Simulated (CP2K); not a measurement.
# MgO under changes of volume

One of the cells (9.221 Å³/atom); the others are scaled copies at fixed shape and fractional positions:

```xyz
2
Lattice="2.9656 0.0000 0.0000 1.4828 2.5683 0.0000 1.4828 0.8561 2.4214" Properties=species:S:1:pos:R:3 pbc="T T T"
Mg    0.0000    0.0000    0.0000
O     2.9656    1.7122    1.2107
```

The cell is a database's computed one.

- Program: CP2K 2026.2
- Functional: PBEsol
- Potentials or basis: POTENTIAL_UZH Mg GTH-PBE-q10, O GTH-PBE-q6; TZVP-MOLOPT-PBE-GTH basis
- Density cutoff: 19048 eV
- k mesh: 11 × 11 × 11
- Occupations: fermi-dirac, width 0.0259 eV
- Spin: no spin polarisation

```csv
volume (Å³/atom),energy over the lowest point (meV/atom),pressure (GPa),gap on the mesh (eV)
8.668,?,?,?
8.853,33.46,15.2,5.08
9.037,18.51,10.9,4.87
9.221,8.22,7.0,4.68
9.406,2.19,3.5,4.49
9.590,0.00,0.3,4.30
9.775,1.28,-2.5,4.13
```

Problem. What does the run at 8.668 Å³/atom give?

Solution. Energy over the lowest point 53.57 meV/atom; pressure 19.9 GPa; gap on the mesh 5.30 eV.

Worked out: A Birch-Murnaghan fit of order 3 (a polynomial in V^(-2/3)) to the other rows has its minimum at 9.61 Å³/atom with B0 = V·E''(V) = 155 GPa and B' = 4.3. It gives 53.76 meV/atom at 8.668 Å³/atom, against the run's 53.57, and -dE/dV = 20.0 GPa, against 19.9. A straight line through the other rows of the gap, of slope -9.59 eV per unit of ln V (its deformation potential), extrapolates to 5.28 eV, against the run's 5.30.

Energies are extrapolated to zero smearing.

Caveats: the potentials were made for another functional, which shifts forces and pressure; the basis of atomic orbitals isn't converged, which shifts pressures, moduli and gaps.
